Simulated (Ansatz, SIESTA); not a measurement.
Given: the input of a run of SIESTA 5.4.2 (ASE script) on Zr (Zirconium). 

File run.py:

```python
from ase import Atoms
from ase.calculators.siesta import Siesta
from ase.units import Ry, GPa
from ase.optimize import BFGS
from ase.filters import FrechetCellFilter

atoms = Atoms(
    ['Zr', 'Zr'],
    cell=[
        [3.232, 0.0, 0.0],
        [-1.616, 2.798994105, 0.0],
        [0.0, 0.0, 5.147],
    ],
    scaled_positions=[
        [0.6666666667, 0.3333333333, 0.75],
        [0.3333333333, 0.6666666667, 0.25],
    ],
    pbc=True,
)

fdf = {
    'SCFMustConverge': False,
    'OccupationFunction': 'FD',
    'ElectronicTemperature': '0.05 eV',
    'MaxSCFIterations': '120',
    'SCF.Mixer.Method': 'Pulay',
    'SCF.Mixer.Weight': '0.25',
    'SCF.Mixer.History': '8',
    'SCF.DM.Tolerance': '5.0e-05',
    'SCF.H.Tolerance': '1.0e-03 eV',
    'WriteForces': 'true',
    'Charge.Mulliken': 'end',
    'Charge.Hirshfeld': 'end',
    'Charge.Voronoi': 'end',
    'SaveRho': 'true',
    'SaveElectrostaticPotential': 'true',
    'PAO.Basis': ['Zr.1 5', 'n=4 0 2', '  3.497 0.000', 'n=5 0 2', '  9.041 0.000', 'n=4 1 2', '  4.057 0.000', 'n=5 1 1', '  9.041', 'n=4 2 2', '  7.356 0.000'],
}
calc = Siesta(
    label="Zr",
    command="siesta < PREFIX.fdf > PREFIX.out",
    pseudo_path="pseudos",
    pseudo_qualifier="",
    xc=('GGA', 'PBE'),
    basis_set="DZP",
    mesh_cutoff=800 * Ry,
    energy_shift=0.003 * Ry,
    kpts=[9, 9, 5],
    spin="non-polarized",
    fdf_arguments=fdf,
)
atoms.calc = calc

opt = BFGS(FrechetCellFilter(atoms), trajectory="relax.traj")
converged = opt.run(fmax=0.01, steps=40)
print("converged:", converged)
print("cell (A):", atoms.cell.cellpar().round(5))
print("scaled positions:")
print(atoms.get_scaled_positions().round(6))
print(f"energy = {atoms.get_potential_energy():.6f} eV")
free = atoms.get_potential_energy(force_consistent=True)
print(f"free energy = {free:.6f} eV")
print("forces (eV/A):")
print(atoms.get_forces(apply_constraint=False).round(6))
print("stress (GPa, Voigt order, tension positive):", (atoms.get_stress() / GPa).round(4))
```

Potentials or basis: PseudoDojo 0.4 standard (PBE files), converted to PSML, two zetas on semicore shells, DZP (energy shift 0.003 Ry; two zetas on semicore shells).

The run is started by

```console
$ python run.py
```

**Question.** Translate it to Ansatz 0.2.0. Potentials or basis there: Ansatz PAW, cutoff 420 eV.

**Answer.** As run (cutoffs and basis follow the program's own potentials, and thresholds, step limits or extra output files can differ):

Contents of input.yaml:

```yaml
crystal:
  lattice:
    - [3.232, 0.0, 0.0]
    - [-1.616, 2.798994105, 0.0]
    - [0.0, 0.0, 5.147]
  atoms:
    - { symbol: Zr, position: [0.6666666667, 0.3333333333, 0.75] }
    - { symbol: Zr, position: [0.3333333333, 0.6666666667, 0.25] }
hamiltonian:
  xc: pbe
  pseudopotentials: { kind: paw }
kpoints:
  mp_grid: { grid: [9, 9, 5] }
scf:
  occupations: { method: fermi_dirac, width: 0.05 }
output:
  forces: true
  stress: true
relax:
  f_tol: 0.01
  max_steps: 40
  cell: { stress_tol: 0.05 }
```

Potentials or basis: Ansatz PAW.

Launch:

```sh
$ ansatz run input.yaml --threads 2 --pin off --max-ram 5120MiB --backend cpu --events-out ev --progress --plain --runs-dir out
```

Both were run:

|  | SIESTA | Ansatz |
| --- | --- | --- |
| Relaxed volume | 23.57 Å³/atom | 23.39 Å³/atom |
| Relaxed cell | a = 3.234 Å, b = 3.234 Å, c = 5.205 Å, α = 90.00°, β = 90.00°, γ = 120.00° | a = 3.228 Å, b = 3.228 Å, c = 5.183 Å, α = 90.00°, β = 90.00°, γ = 120.00° |
| Space group after relaxing | P6_3/mmc (No. 194) | P6_3/mmc (No. 194) |
| Pressure after relaxing | 0.0 GPa | 0.0 GPa |

Ansatz's pressure holds a Pulay term of +0.02 GPa for its cutoff of 420 eV, which the other run lacks.

Where Ansatz's input types no cutoff or centring, it takes its own default and a Γ-centred mesh.

Pressure is positive in compression.
